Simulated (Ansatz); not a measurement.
# Ta: which structure wins, with spin-orbit coupling, part 3 of 3

Aim: relax Ta in several structures (fcc, bcc, hcp) and rank them by energy, with spin-orbit coupling. The runs shown use PAW and LAPW.

Ansatz 0.2.0; DFT PBE; a cell built from a prototype (fcc type), not taken from measurement.

## 6. Bcc relaxed, LAPW

File input.yaml:

```yaml
crystal:
  lattice:
    - [-1.6594029257, 1.6594029257, 1.6594029257]
    - [1.6594029257, -1.6594029257, 1.6594029257]
    - [1.6594029257, 1.6594029257, -1.6594029257]
  atoms:
    - { symbol: Ta, position: [0.0, 0.0, 0.0] }
kpoints:
  mp_grid: { grid: [17, 17, 17] }
scf:
  occupations: { method: fermi_dirac, width: 0.05 }
hamiltonian:
  xc: pbe
  pseudopotentials: { kind: all_electron, lapw: { basis_error: 0.0005 } }
output:
  forces: true
  stress: true
  eigenvalues: true
  populations: true
relax:
  f_tol: 0.005
  max_steps: 25
  cell: {}
magnetization:
  noncollinear: true
  spin_orbit: true
```

The run is started by

```sh
> ansatz run input.yaml --threads 2 --pin off --max-ram 6144MiB --backend cpu --events-out ev --progress --plain --runs-dir out
```

The log of the run, shortened:

```text
[...]
Ta: projections on atomic orbitals take those of the free atom 1s2 2s2 2p6 3s2 3p6 3d10 4s2 4p6 4d10 4f14 5s2 5p6 5d3 6s2, of charge +0.00 (hamiltonian.pseudopotentials.projection_atoms)
LAPW: plane waves up to 8.925 Å⁻¹, error target 5.0e-4 eV per atom; Dirac's equation on spinors; Ta in spheres of 1.394 Å, 43 of its electrons in bands
[...]
Pseudopotentials: kind: all_electron
[...]
  F+E_penalty+E_count = -425151.13666611 eV   max|allowed force component| = 0.000e0 eV/Å   (the final SCF, on the basis selected at the relaxed cell)
  cell:  # Å, volume = 18.2774 Å³
    - [-1.6594029257, 1.6594029257, 1.6594029257]
    - [1.6594029257, -1.6594029257, 1.6594029257]
    - [1.6594029257, 1.6594029257, -1.6594029257]
  atoms:
    - { symbol: Ta, position: [0.0, 0.0, 0.0] }
--- Löwdin populations: 1 site ---
  site symbol       q [e]
     0     Ta     72.8474
  spilling = 0.002091 (of n_electrons = 73.000000)
```

Wall time 2.9 min (2 threads of Arm Neoverse V1, shared host); peak memory 0.78 GiB.

Relaxation path:

```tsv
step	energy from step 1 (eV/cell)	largest force component (eV/Å)	pressure (GPa)	volume (Å³)
1	0.0000	0.0000	-0.04	18.28
2	0.0000	0.0000	-0.04	18.28
```

Step 1 is the start. Step 2 repeats the geometry before on a plane-wave basis chosen anew for that cell, so the energy can jump there without any move; the table keeps such jumps.

| input's cell | before | after | change |
| --- | --- | --- | --- |
| a (Å) | 2.874 | 2.874 | -0.0 % |
| b (Å) | 2.874 | 2.874 | -0.0 % |
| c (Å) | 2.874 | 2.874 | -0.0 % |
| volume (Å³/atom) | 18.28 | 18.28 | -0.0 % |

In short: pressure -0.04 GPa; no gap.

## 7. Hcp relaxed, PAW

File input.yaml:

```yaml
crystal:
  lattice:
    - [2.966956471, 0.0, 0.0]
    - [-1.4834782355, 2.5694596758, 0.0]
    - [0.0, 0.0, 4.806469483]
  atoms:
    - { symbol: Ta, position: [0.3333333333, 0.6666666667, 0.25] }
    - { symbol: Ta, position: [0.6666666667, 0.3333333333, 0.75] }
kpoints:
  mp_grid: { grid: [16, 16, 9] }
scf:
  occupations: { method: fermi_dirac, width: 0.05 }
hamiltonian:
  xc: pbe
  pseudopotentials: { kind: paw_fr }
output:
  forces: true
  stress: true
relax:
  f_tol: 0.005
  max_steps: 40
  cell: {}
magnetization:
  noncollinear: true
  spin_orbit: true
```

The run is started by

```sh
> ansatz run input.yaml --threads 2 --pin off --max-ram 6144MiB --backend cpu --events-out ev --progress --plain --runs-dir out
```

The log of the run, shortened:

```text
[...]
Pseudopotentials: kind: paw_fr
Pseudopotential: Ta, paw_fr, valence charge 13, recommended cutoff 420 eV (normal)#standard-fr
Functional definition: PBE
[...]
non-collinear run that drives no moment, with spin-orbit: no starting moment large enough to seed its density (crystal.atoms[].spin), no starting occupations that ask for one, no magnetisation constraint and no magnetic field, so the semilocal B_xc is pinned to zero
[...]
relax step   4: F+E_penalty+E_count = -19909.10081660 eV  Δ(F+E_penalty+E_count) = -3.494e-3 eV  max|allowed force component| = 9.252e-18 eV/Å  Δτ_max = 0.0000 Å  P = +0.173 GPa  Ω = 37.410 Å³  energy of the carried Pulay correction = -2.456e-4 eV  (5 SCF iters, dr2 threshold 2.00e-7 eV, accepted)
[...]
Projection manifold: j_resolved (fully-relativistic pseudo-atomic orbitals)
[...]
```

## 8. The output, continued: hcp relaxed, PAW files

The log, continued, shortened:

```text
SCF iter   1: F=—  HF=-19909.100895 eV  |F-HF|=—  |Δ(HF+E_count)|=         —  Δρ=2.80e-4  dr2=3.52e-5  dr2_m=0.00e0 (ungated)  ethr=7.73e-8  |M|=0.00e0 ∫|m|=0.00e0 μB  |m|>n=0.0e0 m-floor=0.0e0 τ_xc=0.0e0  β_m=0.30  ⟨swp⟩=2.9  Hψ=12587  notcnv=0
[...]
spin=Noncollinear: Kerker preconditioning applied to the charge; magnetization (m_x, m_y, m_z) channels mix plain (no charge-response kernel on spin).
[...]
  F+E_penalty+E_count = -19909.10162689 eV   max|allowed force component| = 3.701e-17 eV/Å   (the final SCF, on the basis selected at the relaxed cell)
  cell:  # Å, volume = 37.4444 Å³
    - [2.9069037548766246, 0.0, 0.0]
    - [-1.4534518774383123, 2.5174524980795296, 0.0]
    - [0.0, 0.0, 5.116754820241164]
  atoms:
    - { symbol: Ta, position: [0.3333333333333333, 0.6666666666666666, 0.25000000000000006] }
    - { symbol: Ta, position: [0.6666666666666666, 0.3333333333333333, 0.7500000000000001] }
```

Wall time 72 s (2 threads of Arm Neoverse V1, shared host); peak memory 0.55 GiB.

Relaxation path:

```tsv
step	energy from step 1 (eV/cell)	largest force component (eV/Å)	pressure (GPa)	volume (Å³)
1	0.0000	0.0000	4.26	36.64
2	-0.0600	0.0000	-4.71	38.40
3	-0.0886	0.0000	-2.07	37.85
4	-0.0921	0.0000	0.17	37.41
5	-0.0922	0.0000	0.02	37.44
6	-0.0929	0.0000	0.03	37.44
7	-0.0929	0.0000	0.00	37.44
8	-0.0929	0.0000	0.00	37.44
```

Step 1 is the start. Steps 6, 8 repeat the geometry before on a plane-wave basis chosen anew for that cell, so the energy can jump there without any move; the table keeps such jumps.

| input's cell | before | after | change |
| --- | --- | --- | --- |
| a (Å) | 2.967 | 2.907 | -2.0 % |
| b (Å) | 2.967 | 2.907 | -2.0 % |
| c (Å) | 4.806 | 5.117 | +6.5 % |
| volume (Å³/atom) | 18.32 | 18.72 | +2.2 % |

## 9. Hcp relaxed, LAPW

File input.yaml:

```yaml
crystal:
  lattice:
    - [2.9069037549, 0.0, 0.0]
    - [-1.4534518774, 2.5174524981, 0.0]
    - [0.0, 0.0, 5.1167548202]
  atoms:
    - { symbol: Ta, position: [0.3333333333, 0.6666666667, 0.25] }
    - { symbol: Ta, position: [0.6666666667, 0.3333333333, 0.75] }
kpoints:
  mp_grid: { grid: [16, 16, 9] }
scf:
  occupations: { method: fermi_dirac, width: 0.05 }
hamiltonian:
  xc: pbe
  pseudopotentials: { kind: all_electron, lapw: { basis_error: 0.0005 } }
output:
  forces: true
  stress: true
  eigenvalues: true
  populations: true
relax:
  f_tol: 0.005
  max_steps: 25
  cell: {}
magnetization:
  noncollinear: true
  spin_orbit: true
```

The run is started by

```sh
> ansatz run input.yaml --threads 2 --pin off --max-ram 6144MiB --backend cpu --events-out ev --progress --plain --runs-dir out
```

The log of the run, shortened:

```text
[...]
Ta: projections on atomic orbitals take those of the free atom 1s2 2s2 2p6 3s2 3p6 3d10 4s2 4p6 4d10 4f14 5s2 5p6 5d3 6s2, of charge +0.00 (hamiltonian.pseudopotentials.projection_atoms)
LAPW: plane waves up to 8.794 Å⁻¹, error target 5.0e-4 eV per atom; Dirac's equation on spinors; Ta in spheres of 1.410 Å, 43 of its electrons in bands
[...]
Pseudopotentials: kind: all_electron
[...]
Entropy (-TS):   -0.021957 eV (-10.978 meV/atom)
Fermi energy:    24.140213 eV
[...]
--- Forces (eV/Å), atoms counted from 1 ---
  atom   1  Ta     0.00000000     0.00000000     0.00000000
  atom   2  Ta    -0.00000000     0.00000000    -0.00000000
[...]
--- Stress (GPa, compression-positive) ---
       -0.025816       0.000000      -0.000000
        0.000000      -0.025816       0.000000
       -0.000000       0.000000       0.024978
  P = ⅓ Tr σ = -0.0089 GPa (-0.089 kbar)
--- Band table (eV; the first three rows and the last of 150) ---
```

## 10. The log goes on: hcp relaxed, LAPW

Output, continued, shortened:

```text
[...]
--- Relaxed structure (1 steps of the walk, 1 accepted, 1 SCFs on fresh bases) ---
  F+E_penalty+E_count = -850301.73775688 eV   max|allowed force component| = 2.776e-17 eV/Å   (the final SCF, on the basis selected at the relaxed cell)
  cell:  # Å, volume = 37.4444 Å³
    - [2.9069037549001306, -2.8867489937370577e-11, 0.0]
    - [-1.4534518774250653, 2.5174524981143205, 0.0]
    - [0.0, 0.0, 5.1167548202]
  atoms:
    - { symbol: Ta, position: [0.33333333333333326, 0.6666666666666665, 0.25] }
    - { symbol: Ta, position: [0.6666666666666665, 0.3333333333333333, 0.75] }
--- Löwdin populations: 2 sites ---
  site symbol       q [e]
     0     Ta     72.8368
     1     Ta     72.8368
  spilling = 0.002236 (of n_electrons = 146.000000)
```

Run time: 12 min. Hardware: 2 threads of Arm Neoverse V1, shared host; peak memory 1.9 GiB.

Step by step:

```tsv
step	energy from step 1 (eV/cell)	largest force component (eV/Å)	pressure (GPa)	volume (Å³)
1	0.0000	0.0000	-0.01	37.44
2	0.0000	0.0000	-0.01	37.44
```

Step 1 is the start. Step 2 repeats the geometry before on a plane-wave basis chosen anew for that cell, so the energy can jump there without any move; the table keeps such jumps.

| input's cell | before | after | change |
| --- | --- | --- | --- |
| a (Å) | 2.907 | 2.907 | +0.0 % |
| b (Å) | 2.907 | 2.907 | +0.0 % |
| c (Å) | 5.117 | 5.117 | -0.0 % |
| volume (Å³/atom) | 18.72 | 18.72 | +0.0 % |

This run gives: pressure -0.01 GPa; no gap.

## 11. Side by side

Free energy per atom, from each method's lowest phase:

| method | start | space group, start → end | volume (Å³/atom) | pressure (GPa) | free energy (meV/atom) |
| --- | --- | --- | --- | --- | --- |
| LAPW | fcc | Fm-3m → Fm-3m | 18.801 | 0.0 | 224.9 |
| LAPW | bcc | Im-3m → Im-3m | 18.277 | 0.0 | 0.0 |
| LAPW | hcp | P6_3/mmc → P6_3/mmc | 18.722 | 0.0 | 267.8 |
| PAW | fcc | Fm-3m → Fm-3m | 18.801 | 0.0 | 224.1 |
| PAW | bcc | Im-3m → Im-3m | 18.277 | 0.0 | 0.0 |
| PAW | hcp | P6_3/mmc → P6_3/mmc | 18.722 | 0.0 | 267.7 |

## 12. Summary of results

The summary covers parts 1 to 3.

| quantity | value |
| --- | --- |
| lowest (LAPW) | bcc, 224.9 meV/atom under fcc |
| lowest (PAW) | bcc, 224.1 meV/atom under fcc |

What this shows: By LAPW the order is bcc < fcc < hcp. By PAW the order is bcc < fcc < hcp. The methods agree on the lowest phase. Only these structures were tried, with electrons smeared by 0.05 eV and without vibrations, so the true ground state may be another. The k meshes differ between phases and weren't tested, which can move differences by some meV.
